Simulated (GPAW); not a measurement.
# GaSb (F-43m) in GPAW: a series of runs

One crystal, GaSb, is run at these levels: PBE; tasks: single point.

Everything below comes from runs of GPAW 26.7.0. Logs are shortened: lines on timing, memory, paths and dates and some standing lists are left out, and cuts for length are marked. The log counts tension as positive stress, the text compression.

**Measured values to compare with.**

From a printed reference work, data compilation, for a bulk crystal of GaSb at 4.2 K: band gap 0.811 eV (direct).

The runs below are set against these values where they give the same quantity.

### Step 1. The crystal as given

Symmetry: F-43m, No. 216, cubic system. The conventional cell has a = 6.118 Å, b = 6.118 Å, c = 6.118 Å, α = 90.00°, β = 90.00°, γ = 90.00°. Around Sb (site symmetry -43m) lie 4 Ga at 2.65 Å. Ga (site symmetry -43m) has 4 Sb at 2.65 Å as nearest neighbours.

### Step 2. Single point, PBE

Input file run.py:

```python
from ase.dft.bandgap import bandgap
from ase.io import read, write
from ase.units import GPa
from gpaw import GPAW, PW

atoms = read('POSCAR')

calc = GPAW(mode=PW(600),
            xc='PBE',
            kpts={'size': (8, 8, 8), 'gamma': True},
            occupations={'name': 'methfessel-paxton', 'order': 0, 'width': 0.024},
            nbands=18,
            convergence={'density': 1e-05, 'energy': 1e-05},
            maxiter=150,
            txt='gpaw.txt')
atoms.calc = calc
energy = atoms.get_potential_energy()
forces = atoms.get_forces()
stress = atoms.get_stress()
calc.write('gs.gpw')
write('result.traj', atoms)
print(f'Energy: {energy:.6f} eV')
print('Forces (eV/A):')
print(forces.round(4))
print('Stress (GPa):', (stress / GPa).round(3))
print('Fermi level:', round(calc.get_fermi_level(), 4), 'eV')
print(f'Gap: {bandgap(calc)[0]:.4f} eV, direct: {bandgap(calc, direct=True)[0]:.4f} eV')
```

Input file POSCAR:

```
GaSb
1.0
    0.0000000000      3.0590000000      3.0590000000
    3.0590000000      0.0000000000      3.0590000000
    3.0590000000      3.0590000000      0.0000000000
Sb Ga
1 1
Direct
    0.7500000000      0.7500000000      0.7500000000
    0.0000000000      0.0000000000      0.0000000000
```

Potentials or basis: GPAW PAW data sets (gpaw-data 1.2.1), pw.

Started as:

```console
OMP_NUM_THREADS=1 python run.py
```

gpaw.txt:

```text
__  _  _
 | _ |_)|_||  |
 |__||  | ||/\| - 26.7.0

Input parameters:
  mode=PW(ecut=600.0),
  convergence={'density': 1e-05, 'energy': 1e-05},
  kpts=MonkhorstPack(size=(8, 8, 8), gamma=True),
  maxiter=150,
  nbands=18,
  occupations=Occupations(name='methfessel-paxton', order=0, width=0.024),
  xc=XC(name='PBE')

Diagonalizing LCAO Hamiltonian
Converting LCAO to pw mode

                     Sb

       Ga

Atoms  # Å, Bohr magnetons
|   | symbol |        x |        y |        z |    initial magnetic moments |
|---|--------|----------|----------|----------|-----------------------------|
| 0 |     Sb | 4.588500 | 4.588500 | 4.588500 | ( 0.0000,  0.0000,  0.0000) |
| 1 |     Ga | 0.000000 | 0.000000 | 0.000000 | ( 0.0000,  0.0000,  0.0000) |

Unit cell  # Å
| periodic |        x |        y |        z |  lengths |    angles |
|----------|----------|----------|----------|----------|-----------|
|      yes | 0.000000 | 3.059000 | 3.059000 | 4.326079 | 60.000000 |
|      yes | 3.059000 | 0.000000 | 3.059000 | 4.326079 | 60.000000 |
|      yes | 3.059000 | 3.059000 | 0.000000 | 4.326079 | 60.000000 |

Number of symmetries: 24
Symmetry operations  # r_c * U_cc + t_c -> r_c
|    | kind |            matrix            |
|----|------|------------------------------|
|  0 |  E   |  1, 0, 0,  0, 1, 0,  0, 0, 1 |
|  1 |  σ   |  1, 0, 0,  0, 0, 1,  0, 1, 0 |
|  2 |  σ   |  1, 0,-1,  0, 1,-1,  0, 0,-1 |
|  3 |  C3  |  1, 0,-1,  0, 0,-1,  0, 1,-1 |
|  4 |  C3  |  1,-1, 0,  0,-1, 1,  0,-1, 0 |
|  5 |  σ   |  1,-1, 0,  0,-1, 0,  0,-1, 1 |
|  6 |  σ   |  0, 1, 0,  1, 0, 0,  0, 0, 1 |
|  7 |  C3  |  0, 1, 0,  0, 0, 1,  1, 0, 0 |
|  8 |  C2  |  0, 1,-1,  1, 0,-1,  0, 0,-1 |
|  9 |  S4  |  0, 1,-1,  0, 0,-1,  1, 0,-1 |
| 10 |  C3  |  0, 0, 1,  1, 0, 0,  0, 1, 0 |
| 11 |  σ   |  0, 0, 1,  0, 1, 0,  1, 0, 0 |
| 12 |  S4  |  0, 0,-1,  1, 0,-1,  0, 1,-1 |
| 13 |  C3  |  0, 0,-1,  0, 1,-1,  1, 0,-1 |
| 14 |  S4  |  0,-1, 1,  1,-1, 0,  0,-1, 0 |
| 15 |  C2  |  0,-1, 1,  0,-1, 0,  1,-1, 0 |
| 16 |  C3  |  0,-1, 0,  1,-1, 0,  0,-1, 1 |
| 17 |  S4  |  0,-1, 0,  0,-1, 1,  1,-1, 0 |
| 18 |  S4  | -1, 1, 0, -1, 0, 1, -1, 0, 0 |
| 19 |  C3  | -1, 1, 0, -1, 0, 0, -1, 0, 1 |
| 20 |  C3  | -1, 0, 1, -1, 1, 0, -1, 0, 0 |
| 21 |  S4  | -1, 0, 1, -1, 0, 0, -1, 1, 0 |
| 22 |  σ   | -1, 0, 0, -1, 1, 0, -1, 0, 1 |
| 23 |  C2  | -1, 0, 0, -1, 0, 1, -1, 1, 0 |

BZ-sampling:
  Number of BZ points: 512
  Number of IBZ points: 29

  Monkhorst-Pack size: [8, 8, 8]
  Monkhorst-Pack shift: [0.0625, 0.0625, 0.0625]

K-points  # in reciprocal-cell coordinates
|     |                                coordinates |     weight |
|-----|--------------------------------------------|------------|
|   0 | (  0.00000000,   0.00000000,   0.00000000) | 0.00195312 |
|   1 | (  0.12500000,   0.12500000,   0.00000000) | 0.01171875 |
|   2 | (  0.12500000,   0.12500000,   0.12500000) | 0.01562500 |
|   3 | (  0.25000000,   0.12500000,   0.12500000) | 0.02343750 |
|   4 | (  0.25000000,   0.25000000,   0.00000000) | 0.01171875 |
|   5 | (  0.25000000,   0.25000000,   0.12500000) | 0.04687500 |
|   6 | (  0.25000000,   0.25000000,   0.25000000) | 0.01562500 |
|   7 | (  0.37500000,   0.25000000,  -0.37500000) | 0.04687500 |
|   8 | (  0.37500000,   0.25000000,   0.12500000) | 0.04687500 |
|   9 | (  0.37500000,   0.25000000,   0.25000000) | 0.04687500 |
| ... |                                            |            |
|  28 | (  0.50000000,   0.50000000,   0.50000000) | 0.00781250 |

Plane wave coefficients: 1926
Cutoff: 600.0 eV

Spin-components: 1 (collinear spins)
Bands:           18
Projectors:      11
Spin-degeneracy: 2
Datatype:        complex128

Parallelization:
  kpt:    1
  domain: 1
  band:   1

Density:
  Valence electrons: 18.0
  Components: 1
  Grid points: [25 25 25]
  Charge: 0.0  # |e|

Potential:
  Grid points: [25 25 25]

species:
  Sb:
    name:    Antimony
    Z:       51.0
    valence: 15
    core:    36
    charge:  0.0  # [|e|]
    compensation charges:
      type: gauss
      rc: 0.36  # [Å]
      lmax: 2
    cutoffs:
      filter: 2.23  # [Å]
      core: 2.23  # [Å]
    projectors
    | kind |    occ | energy [eV] | rcut [Å] |
    |------|--------|-------------|----------|
    |   5s |  2.000 |     -12.815 |    1.154 |
    |   5p |  3.000 |      -4.830 |    1.233 |
    |   4d | 10.000 |     -33.514 |    1.196 |
    |    s |        |      14.396 |    1.154 |
    |    p |        |      22.381 |    1.233 |
    |    d |        |      -6.303 |    1.196 |

    Using partial waves for Sb as LCAO basis

  Ga:
    name:    Gallium
    Z:       31.0
    valence: 3
    core:    28
    charge:  0.0  # [|e|]
    compensation charges:
      type: gauss
      rc: 0.37  # [Å]
      lmax: 2
    cutoffs:
      filter: 2.06  # [Å]
      core: 4.17  # [Å]
    projectors
    | kind |    occ | energy [eV] | rcut [Å] |
    |------|--------|-------------|----------|
    |   4s |  2.000 |      -8.945 |    1.164 |
    |   4p |  1.000 |      -2.580 |    1.164 |
    |    s |        |      18.266 |    1.164 |
    |    p |        |      24.631 |    1.164 |
    |    d |        |       0.000 |    1.164 |

    Using partial waves for Ga as LCAO basis

Reference energy: -229166.229777  # eV

eigensolver:
  PPCG
  Converge bands: occupied
  niter=2

density mixing:
  MSR1-Mixer
  Pratt-step length: 0.05
  Maximum mixing coefficient: 0.75
  Old densities: 10
  SVD Regularization: 0.005
  Good broyden scale: 1.0
  Trust region scale: 1.0
  Backstep threshold: 4.0
  History deletion threshold: 6.0
  Fourier metric: weight=20.0, sigma=0.015

occupation numbers:
  Methfessel-Paxton:
    width: 0.0240  # eV
    order: 0

poisson solver:
  ecut: 4800.0  # eV

xc functional:
  name: PBE with 2 nearest neighbor stencil

convergence criteria:
- Maximum integral of absolute [dens]ity change: 1e-05 electrons / valence electron
- Maximum [total energy] change in last 3 cyles: 1e-05 eV / valence electron
- Maximum integral of absolute [eigenst]ate change: 4e-08 eV^2 / valence electron
maximum number of iterations: 150

SCF iterations
|iter     | |      energy | eigst |  dens |
|---------|-|-------------|-------|-------|
|iter:   1| |   -7.657334 | +0.20 |       |
|iter:   2| |   -7.660600 | -2.00 | -1.29 |
|iter:   3| |   -7.643932 | -2.47 | -1.31 |
|iter:   4| |   -7.645869 | -3.15 | -1.85 |
|iter:   5| |   -7.646232 | -4.24 | -2.59 |
|iter:   6| |   -7.646360 | -4.89 | -2.97 |
|iter:   7| |   -7.646360c| -6.68 | -4.14 |
|iter:   8| |   -7.646361c| -7.48c| -4.58 |
|iter:   9| |   -7.646361c| -8.33c| -5.41c|

Converged in 9 steps
Energy contributions relative to reference atoms: (reference = -229166.229777)

Energy contributions:
  Kinetic:          12.382710
  Coulomb:         -10.879353
  Zero:              0.192724
  External:          0.000000
  Xc:               -9.342440
  Entropy:          -0.000002
  Spinorbit:         0.000000
  ----------------------------
  Free energy:      -7.646362
  Extrapolated:     -7.646361

dipole moment: (-11.037049, -11.037049, -11.037049)  # |e|*Ang

Fermi level: 4.928
Eigenvalues  # (at kpt = [0.000, 0.000, 0.000])
| band index |      eig [eV] | occ [0-2] |
|------------|---------------|-----------|
|          0 |       -23.868 |     2.000 |
|          1 |       -23.868 |     2.000 |
|          2 |       -23.868 |     2.000 |
|          3 |       -23.852 |     2.000 |
|          4 |       -23.852 |     2.000 |
|          5 |        -6.562 |     2.000 |
|          6 |         4.879 |     1.996 |
|          7 |         4.879 |     1.996 |
|          8 |         4.879 |     1.996 |
|          9 |         4.971 |     0.012 |
|         10 |         7.698 |     0.000 |
|         11 |         7.698 |     0.000 |
|         12 |         7.698 |     0.000 |
|         13 |        10.732 |     0.000 |
|         14 |        13.607 |     0.000 |
|         15 |        13.607 |     0.000 |
|         16 |        14.424 |     0.000 |
|         17 |        14.424 |     0.000 |

Gap: 0.091 eV
Transition (v -> c):
  (s=0, k=0, n=8, [0.00, 0.00, 0.00]) -> (s=0, k=0, n=9, [0.00, 0.00, 0.00])
No difference between direct/indirect transitions

Forces  # eV/Ang
|        x |        y |        z |
|----------|----------|----------|
| -0.00000 |  0.00000 |  0.00000 |  # Sb   0
| -0.00000 | -0.00000 | -0.00000 |  # Ga   1

Stress tensor  # eV/Ang^3
|         x |         y |         z |
|-----------|-----------|-----------|
| -0.014419 |  0.000000 | -0.000000 |
|  0.000000 | -0.014419 |  0.000000 |
| -0.000000 |  0.000000 | -0.014419 |

# Writing to gs.gpw (mode='')
```

It took 12 s on 1 thread of Arm Neoverse V2, shared host; peak memory 0.17 GiB.

Results:

| Item | Value |
| --- | --- |
| Free energy | -7.6464 eV |
| Pressure | 2.3 GPa |
| Band gap on the k mesh | 0.09 eV, direct |

Caveat: spin-orbit coupling is left out, which moves the levels of the heavy elements.

### Step 3. Single point, PBE

Input file run.py:

```python
from ase import Atoms
from ase.dft.bandgap import bandgap
from ase.io import write
from ase.units import Bohr, GPa
from gpaw import GPAW, PW
from gpaw.elf import elf_from_dft_calculation

atoms = Atoms(['Sb', 'Ga'],
              cell=[[0.0, 3.059, 3.059],
                    [3.059, 0.0, 3.059],
                    [3.059, 3.059, 0.0]],
              scaled_positions=[[0.75, 0.75, 0.75],
                                [0.0, 0.0, 0.0]],
              pbc=True)

calc = GPAW(mode=PW(600),
            xc='PBE',
            kpts={'size': (8, 8, 8), 'gamma': True},
            occupations={'name': 'methfessel-paxton', 'order': 0, 'width': 0.025},
            nbands=18,
            convergence={'density': 1e-05, 'energy': 1e-05},
            maxiter=150,
            txt='gpaw.txt')
atoms.calc = calc
energy = atoms.get_potential_energy()
forces = atoms.get_forces()
stress = atoms.get_stress()
calc.write('gs.gpw')
write('result.traj', atoms)
print(f'Energy: {energy:.6f} eV')
print('Forces (eV/A):')
print(forces.round(4))
print('Stress (GPa):', (stress / GPa).round(3))
print('Fermi level:', round(calc.get_fermi_level(), 4), 'eV')
print(f'Gap: {bandgap(calc)[0]:.4f} eV, direct: {bandgap(calc, direct=True)[0]:.4f} eV')

# fields on the real-space grid
write('density.cube', atoms, data=calc.get_pseudo_density() * Bohr**3)
write('potential.cube', atoms, data=calc.get_electrostatic_potential())
write('elf.cube', atoms, data=elf_from_dft_calculation(calc).data)
```

Potentials or basis: GPAW PAW data sets (gpaw-data 1.2.1), pw.

Started as:

```console
OMP_NUM_THREADS=1 python run.py
```

Run time: 13 s. Hardware: 1 thread of Arm Neoverse V2, shared host; peak memory 0.17 GiB.

Results (log left out):

```
Free energy            : -7.6464 eV
Pressure               : 2.3 GPa
Band gap on the k mesh : 0.09 eV, direct
```

Levels at points of the mesh, in eV from the valence-band top:
```csv
k point,band 7,band 8,band 9,band 10,band 11,band 12
"(0.00, 0.00, 0.00)",0.00,0.00,0.00,0.09,2.82,2.82
"(0.50, 0.50, 0.00)",-6.76,-2.56,-2.56,0.94,1.28,8.75
"(0.50, 0.50, 0.50)",-6.33,-1.15,-1.15,0.44,3.79,3.79
```

Caveat: spin-orbit coupling is left out, which moves the levels of the heavy elements.

### Step 4. Single point, PBE

Input file run.py:

```python
from ase.dft.bandgap import bandgap
from ase.io import read, write
from ase.units import GPa
from gpaw import GPAW, PW

atoms = read('POSCAR')

calc = GPAW(mode=PW(600),
            xc='PBE',
            kpts={'size': (8, 8, 8), 'gamma': True},
            occupations={'name': 'methfessel-paxton', 'order': 0, 'width': 0.026000000000000002},
            nbands=18,
            convergence={'density': 1e-05, 'energy': 1e-05},
            maxiter=150,
            txt='gpaw.txt')
atoms.calc = calc
energy = atoms.get_potential_energy()
forces = atoms.get_forces()
stress = atoms.get_stress()
calc.write('gs.gpw')
write('result.traj', atoms)
print(f'Energy: {energy:.6f} eV')
print('Forces (eV/A):')
print(forces.round(4))
print('Stress (GPa):', (stress / GPa).round(3))
print('Fermi level:', round(calc.get_fermi_level(), 4), 'eV')
print(f'Gap: {bandgap(calc)[0]:.4f} eV, direct: {bandgap(calc, direct=True)[0]:.4f} eV')
```

POSCAR is that of step 2.

Started as:

```console
OMP_NUM_THREADS=1 python run.py
```

Wall time 12 s (1 thread of Arm Neoverse V2, shared host); peak memory 0.17 GiB.

It converged, with:

```yaml
Free_energy: -7.6464 eV
Pressure: 2.3 GPa
Band_gap_on_the_k_mesh: 0.09 eV, direct
```

Levels at points of the mesh, in eV from the valence-band top:
```tsv
k point	band 7	band 8	band 9	band 10	band 11	band 12
(0.00, 0.00, 0.00)	0.00	0.00	0.00	0.09	2.82	2.82
(0.50, 0.50, 0.00)	-6.76	-2.56	-2.56	0.94	1.28	8.75
(0.50, 0.50, 0.50)	-6.33	-1.15	-1.15	0.44	3.79	3.79
```

Caveat: spin-orbit coupling is left out, which moves the levels of the heavy elements.

### Step 5. Single point, PBE

Edit run.py of step 4 so:

```diff
@@ -10,3 +10,3 @@
             kpts={'size': (8, 8, 8), 'gamma': True},
-            occupations={'name': 'methfessel-paxton', 'order': 0, 'width': 0.026000000000000002},
+            occupations={'name': 'methfessel-paxton', 'order': 0, 'width': 0.027000000000000003},
             nbands=18,
```

POSCAR is that of step 4.

Potentials or basis: GPAW PAW data sets (gpaw-data 1.2.1), pw.

Started as:

```console
OMP_NUM_THREADS=1 python run.py
```

gpaw.txt:

```text
__  _  _
 | _ |_)|_||  |
 |__||  | ||/\| - 26.7.0

Input parameters:
  mode=PW(ecut=600.0),
  convergence={'density': 1e-05, 'energy': 1e-05},
  kpts=MonkhorstPack(size=(8, 8, 8), gamma=True),
  maxiter=150,
  nbands=18,
  occupations=Occupations(name='methfessel-paxton', order=0, width=0.027000000000000003),
  xc=XC(name='PBE')

Diagonalizing LCAO Hamiltonian
Converting LCAO to pw mode

                     Sb

       Ga

Atoms  # Å, Bohr magnetons
|   | symbol |        x |        y |        z |    initial magnetic moments |
|---|--------|----------|----------|----------|-----------------------------|
| 0 |     Sb | 4.588500 | 4.588500 | 4.588500 | ( 0.0000,  0.0000,  0.0000) |
| 1 |     Ga | 0.000000 | 0.000000 | 0.000000 | ( 0.0000,  0.0000,  0.0000) |

Unit cell  # Å
| periodic |        x |        y |        z |  lengths |    angles |
|----------|----------|----------|----------|----------|-----------|
|      yes | 0.000000 | 3.059000 | 3.059000 | 4.326079 | 60.000000 |
|      yes | 3.059000 | 0.000000 | 3.059000 | 4.326079 | 60.000000 |
|      yes | 3.059000 | 3.059000 | 0.000000 | 4.326079 | 60.000000 |

Number of symmetries: 24
Symmetry operations  # r_c * U_cc + t_c -> r_c
|    | kind |            matrix            |
|----|------|------------------------------|
|  0 |  E   |  1, 0, 0,  0, 1, 0,  0, 0, 1 |
|  1 |  σ   |  1, 0, 0,  0, 0, 1,  0, 1, 0 |
|  2 |  σ   |  1, 0,-1,  0, 1,-1,  0, 0,-1 |
|  3 |  C3  |  1, 0,-1,  0, 0,-1,  0, 1,-1 |
|  4 |  C3  |  1,-1, 0,  0,-1, 1,  0,-1, 0 |
|  5 |  σ   |  1,-1, 0,  0,-1, 0,  0,-1, 1 |
|  6 |  σ   |  0, 1, 0,  1, 0, 0,  0, 0, 1 |
|  7 |  C3  |  0, 1, 0,  0, 0, 1,  1, 0, 0 |
|  8 |  C2  |  0, 1,-1,  1, 0,-1,  0, 0,-1 |
|  9 |  S4  |  0, 1,-1,  0, 0,-1,  1, 0,-1 |
| 10 |  C3  |  0, 0, 1,  1, 0, 0,  0, 1, 0 |
| 11 |  σ   |  0, 0, 1,  0, 1, 0,  1, 0, 0 |
| 12 |  S4  |  0, 0,-1,  1, 0,-1,  0, 1,-1 |
| 13 |  C3  |  0, 0,-1,  0, 1,-1,  1, 0,-1 |
| 14 |  S4  |  0,-1, 1,  1,-1, 0,  0,-1, 0 |
| 15 |  C2  |  0,-1, 1,  0,-1, 0,  1,-1, 0 |
| 16 |  C3  |  0,-1, 0,  1,-1, 0,  0,-1, 1 |
| 17 |  S4  |  0,-1, 0,  0,-1, 1,  1,-1, 0 |
| 18 |  S4  | -1, 1, 0, -1, 0, 1, -1, 0, 0 |
| 19 |  C3  | -1, 1, 0, -1, 0, 0, -1, 0, 1 |
| 20 |  C3  | -1, 0, 1, -1, 1, 0, -1, 0, 0 |
| 21 |  S4  | -1, 0, 1, -1, 0, 0, -1, 1, 0 |
| 22 |  σ   | -1, 0, 0, -1, 1, 0, -1, 0, 1 |
| 23 |  C2  | -1, 0, 0, -1, 0, 1, -1, 1, 0 |

BZ-sampling:
  Number of BZ points: 512
  Number of IBZ points: 29

  Monkhorst-Pack size: [8, 8, 8]
  Monkhorst-Pack shift: [0.0625, 0.0625, 0.0625]

K-points  # in reciprocal-cell coordinates
[... 72 lines left out ...]
      rc: 0.37  # [Å]
      lmax: 2
    cutoffs:
      filter: 2.06  # [Å]
      core: 4.17  # [Å]
    projectors
    | kind |    occ | energy [eV] | rcut [Å] |
    |------|--------|-------------|----------|
    |   4s |  2.000 |      -8.945 |    1.164 |
    |   4p |  1.000 |      -2.580 |    1.164 |
    |    s |        |      18.266 |    1.164 |
    |    p |        |      24.631 |    1.164 |
    |    d |        |       0.000 |    1.164 |

    Using partial waves for Ga as LCAO basis

Reference energy: -229166.229777  # eV

eigensolver:
  PPCG
  Converge bands: occupied
  niter=2

density mixing:
  MSR1-Mixer
  Pratt-step length: 0.05
  Maximum mixing coefficient: 0.75
  Old densities: 10
  SVD Regularization: 0.005
  Good broyden scale: 1.0
  Trust region scale: 1.0
  Backstep threshold: 4.0
  History deletion threshold: 6.0
  Fourier metric: weight=20.0, sigma=0.015

occupation numbers:
  Methfessel-Paxton:
    width: 0.0270  # eV
    order: 0

poisson solver:
  ecut: 4800.0  # eV

xc functional:
  name: PBE with 2 nearest neighbor stencil

convergence criteria:
- Maximum integral of absolute [dens]ity change: 1e-05 electrons / valence electron
- Maximum [total energy] change in last 3 cyles: 1e-05 eV / valence electron
- Maximum integral of absolute [eigenst]ate change: 4e-08 eV^2 / valence electron
maximum number of iterations: 150

SCF iterations
|iter     | |      energy | eigst |  dens |
|---------|-|-------------|-------|-------|
|iter:   1| |   -7.657333 | +0.20 |       |
|iter:   2| |   -7.660599 | -2.00 | -1.29 |
|iter:   3| |   -7.643930 | -2.47 | -1.31 |
|iter:   4| |   -7.645868 | -3.15 | -1.85 |
|iter:   5| |   -7.646230 | -4.24 | -2.59 |
|iter:   6| |   -7.646358 | -4.89 | -2.97 |
|iter:   7| |   -7.646359c| -6.68 | -4.14 |
|iter:   8| |   -7.646359c| -7.48c| -4.58 |
|iter:   9| |   -7.646359c| -8.33c| -5.41c|

Converged in 9 steps
Energy contributions relative to reference atoms: (reference = -229166.229777)

Energy contributions:
  Kinetic:          12.383803
  Coulomb:         -10.880392
  Zero:              0.192725
  External:          0.000000
  Xc:               -9.342492
  Entropy:          -0.000006
  Spinorbit:         0.000000
  ----------------------------
  Free energy:      -7.646362
  Extrapolated:     -7.646359

dipole moment: (-11.037052, -11.037052, -11.037052)  # |e|*Ang

Fermi level: 4.929
Eigenvalues  # (at kpt = [0.000, 0.000, 0.000])
| band index |      eig [eV] | occ [0-2] |
|------------|---------------|-----------|
|          0 |       -23.868 |     2.000 |
|          1 |       -23.868 |     2.000 |
|          2 |       -23.868 |     2.000 |
|          3 |       -23.852 |     2.000 |
|          4 |       -23.852 |     2.000 |
|          5 |        -6.562 |     2.000 |
[... 10 lines left out ...]
|         16 |        14.424 |     0.000 |
|         17 |        14.424 |     0.000 |

Gap: 0.091 eV
Transition (v -> c):
  (s=0, k=0, n=8, [0.00, 0.00, 0.00]) -> (s=0, k=0, n=9, [0.00, 0.00, 0.00])
No difference between direct/indirect transitions

Forces  # eV/Ang
|        x |        y |        z |
|----------|----------|----------|
| -0.00000 | -0.00000 |  0.00000 |  # Sb   0
| -0.00000 |  0.00000 | -0.00000 |  # Ga   1

Stress tensor  # eV/Ang^3
|         x |         y |         z |
|-----------|-----------|-----------|
| -0.014423 | -0.000000 |  0.000000 |
| -0.000000 | -0.014423 |  0.000000 |
|  0.000000 |  0.000000 | -0.014423 |

# Writing to gs.gpw (mode='')
```

Wall time 12 s (1 thread of Arm Neoverse V2, shared host); peak memory 0.17 GiB.

Results:

```
Free energy            : -7.6464 eV
Pressure               : 2.3 GPa
Band gap on the k mesh : 0.09 eV, direct
```

Caveat: spin-orbit coupling is left out, which moves the levels of the heavy elements.

(Part 1 of 2 ends here.)
